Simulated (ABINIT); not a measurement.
BN:

```
N B
1.0
     0.00000    1.81300    1.81300
     1.81300    0.00000    1.81300
     1.81300    1.81300    0.00000
N B
1 1
Direct
  0.25000 0.25000 0.25000
  0.00000 0.00000 0.00000
```

The cell is a database's computed one.

Base run:

| Property | Result |
| --- | --- |
| Program | ABINIT 10.8.3 (patched build) |
| Functional | TB-mBJ |
| Potentials or basis | JTH PAW PBE v2.0 |
| Cutoff | 844 eV |
| k mesh | 13 × 13 × 13 |
| Occupations | fermi-dirac, width 0.05 eV |
| Spin | no spin polarisation |

Its results: band gap on the k mesh 5.96 eV, indirect (least direct gap 10.36 eV).

Problem. After a change of settings the same cell gave: band gap on the k mesh 4.41 eV, indirect (least direct gap 8.64 eV). Which change was it?
A. functional from TB-mBJ to PW91
B. functional from TB-mBJ to BLYP
C. functional from TB-mBJ to r2SCAN
D. functional from TB-mBJ to LDA

Solution. D.

Caveats: the constant c of TB-mBJ comes from the pseudo density here, which moves gaps by up to 0.3 eV between sets of potentials (some runs).

Runs at the PBE level aren't shown here.
